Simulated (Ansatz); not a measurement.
# Te2Mo monolayer (1T) under uniaxial strain along the armchair direction, normal to a, with the width clamped

Aim: how do the optical modes of Te2Mo monolayer (1T) shift and split under this strain?

Method: DFT PBEsol, scalar-relativistic, plane waves, PAW; PAW set soft_1, in Ansatz 0.2.0.

### 1. Starting point

The cell holds 3 atoms: 1 Mo and 2 Te. Cell: a = 3.530 Å, b = 3.530 Å, c = 30.424 Å, α = 90.0°, β = 90.0°, γ = 120.0°. Vacuum lies along c. The height across the vacuum is the one that the program set for its solve, not the one typed.

### 2. A rough relaxation first

A rough relaxation comes first, because large forces or stress need no tight tolerances yet. The program lengthens the typed cell of 20.0 Å along the normal to 30.4 Å, as its cut-off of the electrostatics needs, and moves no atom.

Contents of input.yaml:

```yaml
crystal:
  lattice:
    - [3.53, 0.0, 0.0]
    - [-1.765, 3.05707, 0.0]
    - [0.0, 0.0, 20.0]
  atoms:
    - { symbol: Mo, position: [0.0, 0.0, 0.5] }
    - { symbol: Te, position: [0.333333, 0.666667, 0.5828] }
    - { symbol: Te, position: [0.666667, 0.333333, 0.4172] }
  periodic: [true, true, false]
kpoints:
  mp_grid: { grid: [6, 6, 1] }
hamiltonian:
  xc: pbesol
  pseudopotentials: { kind: paw, azcp: { folder: soft_1 }, xc_functional: pbe }
scf:
  occupations: { method: gaussian, width: 0.1 }
output:
  forces: true
  stress: true
  eigenvalues: true
relax:
  adjacent_minimum: "off"
  f_tol: 0.05
  max_steps: 80
  cell: { stress_2d_tol: 0.02 }
```

Launch:

```sh
> ansatz run input.yaml --threads 4 --pin off --max-ram 16384MiB --backend cpu --events-out ev --progress --plain --runs-dir out
```

Numbers of over 12 decimals in the logs are rounded to 6 here.

What it wrote:

```text
[...]
F+E_penalty+E_count = -18700.99701116 eV   max|allowed force component| = 3.859e-3 eV/Å   (the final SCF, on the basis selected at the relaxed cell)
  cell:  # Å, volume = 308.9168 Å³
    - [3.424107, 0, 0]
    - [-1.712053, 2.965363, 0]
    - [0, 0, 30.424]
  atoms:
    - { symbol: Mo, position: [0, 0, 0.328688] }
    - { symbol: Te, position: [0.333333, 0.666667, 0.390122] }
    - { symbol: Te, position: [0.666667, 0.333333, 0.267254] }
[key lines of the parts left out:]
SCF converged after 7 iterations
Free energy (F): -18700.997011 eV
Fermi energy:    -4.132382 eV
P = ½ c Tr σ = 0.0050 N/m
```

The job ended after 8.9 s (4 threads of Arm Neoverse V1, shared host; peak memory 0.68 GiB; 32 s of CPU time).

Relaxation path:

| step | energy less that of the first step (eV) | largest force component (eV/Å) | volume (Å³) |
| --- | --- | --- | --- |
| 1 | 0.0000 | 2.1425 | 328.32 |
| 2 | -0.3187 | 0.4214 | 330.12 |
| 3 | -0.3957 | 0.1767 | 312.07 |
| 4 | -0.3998 | 0.0372 | 309.30 |
| 5 | -0.4000 | 0.0041 | 308.92 |
| 6* | -0.3990 | 0.0039 | 308.92 |

Relaxation steps marked * repeat the geometry before them on a plane-wave basis chosen anew for their cell, so energy and pressure can jump there.

The run keeps the 12 symmetry operations that it works with, so distortions that break them were not tested.

| cell as run | before | after | change |
| --- | --- | --- | --- |
| a (Å) | 3.530 | 3.424 | -3.0 % |
| b (Å) | 3.530 | 3.424 | -3.0 % |

The atoms that moved most (Å, along periodic axes as changes of fractional coordinates times the final cell, across vacuum about the mean position):

| atom | dx | dy | dz | length |
| --- | --- | --- | --- | --- |
| Te3 | 0.000 | 0.000 | -0.213 | 0.213 |
| Te2 | 0.000 | 0.000 | 0.213 | 0.213 |

Final coordinates:

```xyz
3
Lattice="3.4241 0.0000 0.0000 -1.7121 2.9654 0.0000 0.0000 0.0000 30.4240" Properties=species:S:1:pos:R:3
Mo    0.0000    0.0000   10.0000
Te    0.0000    1.9769   11.8691
Te    1.7121    0.9885    8.1309
```

Numbers from this step:

- gap on the k-mesh: 0 eV
- area per atom: 3.385 Å²

The relaxation ends with a largest force component of 0.0039 eV/Å.

### 3. Relaxation

Harmonic phonons are second derivatives at a point where the forces vanish, and they are wanted at zero stress, so atoms and cell are relaxed first.

Contents of input.yaml:

```yaml
crystal:
  lattice:
    - [3.4241066906, 0.0, 0.0]
    - [-1.7120533453, 2.9653633793, 0.0]
    - [0.0, 0.0, 30.424]
  atoms:
    - { symbol: Mo, position: [0.0, 0.0, 0.328687878] }
    - { symbol: Te, position: [0.3333333333, 0.6666666667, 0.3901220697] }
    - { symbol: Te, position: [0.6666666667, 0.3333333333, 0.2672536863] }
  periodic: [true, true, false]
kpoints:
  mp_grid: { grid: [15, 15, 1] }
hamiltonian:
  xc: pbesol
  pseudopotentials: { kind: paw, azcp: { folder: soft_1 }, xc_functional: pbe }
scf:
  occupations: { method: gaussian, width: 0.1 }
output:
  forces: true
  stress: true
  eigenvalues: true
  write_density: true
  write_potential: true
  elf: true
  volumetric_format: npy
relax:
  adjacent_minimum: "off"
  f_tol: 0.005
  max_steps: 80
  cell: { stress_2d_tol: 0.02 }
```

What it wrote:

```text
[...]
Crystal: 3 atoms, lattice volume = 308.917 Å³
Basis set: ecut = 420 eV, 6017 PW (Γ), exchange–correlation on 48×48×432 points (8 copies of the dense FFT grid, shifted against one another)
Bands: 28, of which v1, the nominal top of the filled ones, is band 23 counted from 1 (22 counted from 0)
Symmetry: 12 space group operations
[...]
k-points: 27 of 225
[...]
SCF iter   1: F=—  HF=-18701.709635 eV  |F-HF|=—  |Δ(HF+E_count)|=         —  Δρ=2.37e-2  dr2=2.39e0  ethr=3.10e-3  ⟨swp⟩=17.0  Hψ=6077  notcnv=0
[...]
SCF iter  10: F=-18700.984098 eV  HF=-18700.984098 eV  |F-HF|=1.06e-9  |Δ(HF+E_count)|=   1.17e-9  Δρ=1.27e-7  dr2=3.29e-11  ethr=3.92e-12  ⟨swp⟩=10.0  Hψ=5802  notcnv=0
SCF 1 converged in 10 iterations: F = -18700.984098 eV  dr2 = 3.29e-11
[...]
relax step   1: F+E_penalty+E_count = -18700.98409794 eV  Δ(F+E_penalty+E_count) = +0.000e0 eV  max|allowed force component| = 2.038e-2 eV/Å  Δτ_max = 0.0000 Å  P = +0.109 N/m  Ω = 308.917 Å³  fix = [c, alpha, beta]  reactions: c +0.000 N/m  (10 SCF iters, dr2 threshold 1.00e-7 eV, accepted)
Crystal: 3 atoms, lattice volume = 310.116 Å³
Basis set: ecut = 420 eV, 6041 PW (Γ), exchange–correlation on 48×48×432 points (8 copies of the dense FFT grid, shifted against one another)
[...]
SCF iter   5: F=-18700.984014 eV  HF=-18700.984014 eV  |F-HF|=1.82e-8  |Δ(HF+E_count)|=   2.26e-7  Δρ=3.24e-6  dr2=1.94e-8  ethr=5.65e-11  ⟨swp⟩=19.4  Hψ=9045  notcnv=0
SCF 2 converged in 5 iterations: F = -18700.984014 eV  dr2 = 1.94e-8
relax step   2: F+E_penalty+E_count = -18700.98401404 eV  Δ(F+E_penalty+E_count) = +8.390e-5 eV  max|allowed force component| = 5.042e-2 eV/Å  Δτ_max = 0.0086 Å  P = +0.086 N/m  Ω = 310.116 Å³  energy of the carried Pulay correction = -6.277e-5 eV  fix = [c, alpha, beta]  (5 SCF iters, dr2 threshold 2.60e-8 eV, rejected (line search))
Crystal: 3 atoms, lattice volume = 309.578 Å³
[...]
SCF iter   8: F=-18700.984238 eV  HF=-18700.984238 eV  |F-HF|=7.28e-12  |Δ(HF+E_count)|=  5.64e-10  Δρ=1.18e-8  dr2=2.79e-13  ethr=1.00e-12  ⟨swp⟩=14.3  Hψ=5666  notcnv=0
SCF 3 converged in 8 iterations: F = -18700.984238 eV  dr2 = 2.79e-13
relax step   3: F+E_penalty+E_count = -18700.98423762 eV  Δ(F+E_penalty+E_count) = -1.397e-4 eV  max|allowed force component| = 1.862e-4 eV/Å  Δτ_max = 0.0033 Å  P = +0.050 N/m  Ω = 309.578 Å³  energy of the carried Pulay correction = -3.468e-5 eV  fix = [c, alpha, beta]  reactions: c +0.000 N/m  (8 SCF iters, accepted)
[...]
relax step   4: F+E_penalty+E_count = -18700.98423815 eV  Δ(F+E_penalty+E_count) = -5.325e-7 eV  max|allowed force component| = 1.058e-3 eV/Å  Δτ_max = 0.0008 Å  P = +0.006 N/m  Ω = 309.868 Å³  energy of the carried Pulay correction = -4.984e-5 eV  fix = [c, alpha, beta]  reactions: c +0.000 N/m  (5 SCF iters, dr2 threshold 3.37e-9 eV, accepted)
[...]
SCF iter   1: F=—  HF=-18700.984034 eV  |F-HF|=—  |Δ(HF+E_count)|=         —  Δρ=1.69e-5  dr2=2.36e-8  ethr=1.43e-7  ⟨swp⟩=6.9  Hψ=9163  notcnv=0
eigensolver tolerance schedule: the retry pair's looser diagonalisation over-reported the residual by 2791.42 of it (diagonalisation noise at 0.15 of the residual, at the tolerance the schedule requests for it); recorded, not acted on — ethr = c·dr2/N_el stays at c = 1.0e-1
[...]
SCF iter   2: F=—  HF=-18700.984287 eV  |F-HF|=—  |Δ(HF+E_count)|=   2.53e-4  Δρ=2.04e-6  dr2=2.75e-8  ethr=5.13e-11  ⟨swp⟩=5.6  Hψ=2579  notcnv=0
[...]
SCF iter   7: F=-18700.984287 eV  HF=-18700.984287 eV  |F-HF|=1.31e-9  |Δ(HF+E_count)|=   1.69e-9  Δρ=6.57e-9  dr2=7.60e-14  ethr=1.00e-12  ⟨swp⟩=16.7  Hψ=5674  notcnv=0
SCF 5 converged in 7 iterations: F = -18700.984287 eV  dr2 = 7.60e-14
relax step   5: F+E_penalty+E_count = -18700.98428718 eV  Δ(F+E_penalty+E_count) = -4.903e-5 eV  max|allowed force component| = 1.045e-3 eV/Å  Δτ_max = 0.0000 Å  P = +0.006 N/m  Ω = 309.868 Å³  fix = [c, alpha, beta]  reactions: c +0.000 N/m  stress off target by 5.66e-3 N/m on what of the cell is left free  SCF on the basis re-selected at this cell (its energy is not comparable with the rows above)  (7 SCF iters)
basis re-selected at this cell: Δ(F+E_penalty+E_count) = -4.903e-5 eV, ΔP = -0.000 N/m vs the last step (what re-selecting the basis moved, of the pressure what is left beyond the Pulay correction that the steps carried, after the strain that the cell walked since its last selection, with what the two solves' SCF thresholds leave and, on support functions, any second-order correction that the steps lacked; it is no m [...]
SCF converged after 7 iterations
Free energy (F): -18700.984287 eV
[...]
Internal energy: -18700.980896 eV  (E = F + TS)
E sigma→0 (E₀):  -18700.982592 eV
Entropy (-TS):   -0.003391 eV (-1.130 meV/atom)
Fermi energy:    -4.247197 eV
[...]
--- Forces (eV/Å), atoms counted from 1 ---
  atom   1  Mo     0.00000000    -0.00000000     0.00000000
  atom   2  Te     0.00000000     0.00000000     0.00104507
  atom   3  Te    -0.00000000    -0.00000000    -0.00104507
  max |Σ_I F_I| component: 7.89e-31 eV/Å
--- 2D stress c σ (N/m, compression-positive) ---
        0.005659      -0.000000      -0.000000
        0.000000       0.005659       0.000000
       -0.000000       0.000000       0.000000
  P = ½ c Tr σ = 0.0057 N/m
--- Band table (eV; the first three rows and the last of 27) ---
  k-point 0: bands = [... 19 lower, -6.6409, -5.7458, -4.9757, -4.9757, -2.5240, -2.5240, -0.6735, -0.4333, ... 1 higher]
  k-point 1: bands = [... 19 lower, -6.4994, -5.7446, -5.0905, -5.0584, -2.8515, -2.5107, -0.9077 (-0.9078°), -0.5770, ... 1 higher]
  k-point 2: bands = [... 19 lower, -6.4126, -5.8570, -5.3927, -5.2340, -3.4041, -2.5355, -1.7821, -0.7865, ... 1 higher]
  k-point 26: bands = [... 19 lower, -8.1547, -7.3842, -7.3842, -4.1298, -4.1298, -3.5063, -1.7154, -1.7154, ... 1 higher]
  ° read free of the cell's end (the report's vacuum.weakly_bound_levels)
--- Relaxed structure (4 steps of the walk, 3 accepted, 1 SCFs on fresh bases) ---
[...]
cell:  # Å, volume = 309.8682 Å³
    - [3.429375, 0.0, 0]
    - [-1.714688, 2.969926, 0]
    - [0, 0, 30.424]
  atoms:
    - { symbol: Mo, position: [0, 0, 0.328687878] }
    - { symbol: Te, position: [0.333333, 0.666667, 0.389988] }
    - { symbol: Te, position: [0.666667, 0.333333, 0.267388] }
```

Elapsed: 25 s, on 4 threads; peak memory 0.79 GiB.

The steps of the relaxation:

| step | energy less that of the first step (eV) | largest force component (eV/Å) | volume (Å³) |
| --- | --- | --- | --- |
| 1 | 0.0000 | 0.0204 | 308.92 |
| 2 | 0.0001 | 0.0504 | 310.12 |
| 3 | -0.0001 | 0.0002 | 309.58 |
| 4 | -0.0001 | 0.0011 | 309.87 |
| 5* | -0.0002 | 0.0010 | 309.87 |

Relaxation steps marked * repeat the geometry before them on a plane-wave basis chosen anew for their cell, so energy and pressure can jump there. Relaxation step 2 was tried and not accepted.

The run keeps the 12 symmetry operations that it works with, so distortions that break them were not tested.

| cell as run | before | after | change |
| --- | --- | --- | --- |
| a (Å) | 3.424 | 3.429 | +0.2 % |
| b (Å) | 3.424 | 3.429 | +0.2 % |

The relaxed structure:

```xyz
3
Lattice="3.4294 0.0000 0.0000 -1.7147 2.9699 0.0000 0.0000 0.0000 30.4240" Properties=species:S:1:pos:R:3
Mo    0.0000    0.0000   10.0000
Te    0.0000    1.9800   11.8650
Te    1.7147    0.9900    8.1350
```

Numbers from this step:

```
area per atom : 3.395 Å²
```

Electrostatic potential energy in the ac plane at fractional y = 0.000, with atoms of Mo within 0.2 Å of it. With pseudopotentials it is smooth inside the atoms' cores, unlike the true potential.

Ten even steps from '0' (-20 eV) to '9' (0 eV), each cell a mean:
```
99999999999999
99999999999999
99999999999999
99999999999999
99999999999999
99999999999999
99999999999999
99999999999999
99999999999999
99999999999999
99999999999999
99999999999999
99999999999999
99999888889999
88876421246788
00124677763110
00014677763100
88875421246788
99998888889999
99999999999999
99999999999999
99999999999999
99999999999999
99999999999999
```
Columns run along a (3.4 Å; values clipped at the 3rd and 97th percentile), rows up along c (30.4 Å). Atoms in or near the plane, at fractional coordinates: Mo at (0.00, 0.33).

Valence density in the ac plane at fractional y = 0.000, with atoms of Mo within 0.2 Å of it. It is the smooth field of the valence electrons, not physical close to the nuclei.

Values in e/Å³, 24 rows by 14 columns, each cell a mean:
```
0.0 0.0 0.0 0.0 0.0 0.0 0.0 0.0 0.0 0.0 0.0 0.0 0.0 0.0
0.0 0.0 0.0 0.0 0.0 0.0 0.0 0.0 0.0 0.0 0.0 0.0 0.0 0.0
0.0 0.0 0.0 0.0 0.0 0.0 0.0 0.0 0.0 0.0 0.0 0.0 0.0 0.0
0.0 0.0 0.0 0.0 0.0 0.0 0.0 0.0 0.0 0.0 0.0 0.0 0.0 0.0
0.0 0.0 0.0 0.0 0.0 0.0 0.0 0.0 0.0 0.0 0.0 0.0 0.0 0.0
0.0 0.0 0.0 0.0 0.0 0.0 0.0 0.0 0.0 0.0 0.0 0.0 0.0 0.0
0.0 0.0 0.0 0.0 0.0 0.0 0.0 0.0 0.0 0.0 0.0 0.0 0.0 0.0
0.0 0.0 0.0 0.0 0.0 0.0 0.0 0.0 0.0 0.0 0.0 0.0 0.0 0.0
0.0 0.0 0.0 0.0 0.0 0.0 0.0 0.0 0.0 0.0 0.0 0.0 0.0 0.0
0.0 0.0 0.0 0.0 0.0 0.0 0.0 0.0 0.0 0.0 0.0 0.0 0.0 0.0
0.0 0.0 0.0 0.0 0.0 0.0 0.0 0.0 0.0 0.0 0.0 0.0 0.0 0.0
0.0 0.0 0.0 0.0 0.0 0.0 0.0 0.0 0.0 0.0 0.0 0.0 0.0 0.0
0.0 0.0 0.0 0.0 0.0 0.0 0.0 0.0 0.0 0.0 0.0 0.0 0.0 0.0
0.0 0.0 0.0 0.0 0.1 0.1 0.1 0.1 0.1 0.1 0.1 0.0 0.0 0.0
0.1 0.1 0.2 0.2 0.3 0.4 0.5 0.5 0.4 0.4 0.3 0.2 0.2 0.1
3.3 2.9 2.0 0.9 0.4 0.3 0.3 0.3 0.3 0.3 0.5 1.1 2.2 3.1
3.8 3.3 2.3 1.0 0.4 0.3 0.2 0.2 0.3 0.3 0.5 1.3 2.5 3.5
0.1 0.2 0.2 0.2 0.3 0.4 0.5 0.5 0.5 0.4 0.3 0.2 0.2 0.2
0.0 0.0 0.0 0.1 0.1 0.1 0.1 0.1 0.1 0.1 0.1 0.1 0.0 0.0
0.0 0.0 0.0 0.0 0.0 0.0 0.0 0.0 0.0 0.0 0.0 0.0 0.0 0.0
0.0 0.0 0.0 0.0 0.0 0.0 0.0 0.0 0.0 0.0 0.0 0.0 0.0 0.0
0.0 0.0 0.0 0.0 0.0 0.0 0.0 0.0 0.0 0.0 0.0 0.0 0.0 0.0
0.0 0.0 0.0 0.0 0.0 0.0 0.0 0.0 0.0 0.0 0.0 0.0 0.0 0.0
0.0 0.0 0.0 0.0 0.0 0.0 0.0 0.0 0.0 0.0 0.0 0.0 0.0 0.0
```
Columns run along a (3.4 Å), rows up along c (30.4 Å). Atoms in or near the plane, at fractional coordinates: Mo at (0.00, 0.33).

ELF in the ac plane at fractional y = 0.000, with atoms of Mo within 0.2 Å of it. It is the smooth field of the valence electrons, not physical close to the nuclei.

Ten even steps from '_' (0.00) to '@' (0.62), each cell a mean:
```
____________________________
____________________________
____________________________
____________________________
____________________________
____________________________
____________________________
____________________________
____________________________
____________________________
____________________________
____________________________
____________......__________
____..--++##@@@@@@##==::..__
::--==##%%%%%%%%%%%%%%**==--
######**++++**##**++++**####
##%%%%**==++**##**++++**%%%%
::--++##%%%%%%%%%%%%%%**==--
____..--**%%@@@@@@%%++::..__
____________......__________
____________________________
____________________________
____________________________
____________________________
```
Columns run along a (3.4 Å), rows up along c (30.4 Å). Atoms in or near the plane, at fractional coordinates: Mo at (0.00, 0.33).

[end of part 1 of 3]

[Logs are printed without paths, hosts, clocks, repeated set-up lines and the standing remarks that a program may print on its own settings, such as how far it seeks lower states.]

[Hosts, paths, dates, database ids (printed as entryN), source tags and the programs' standing remarks are cut or masked in the printed files.]
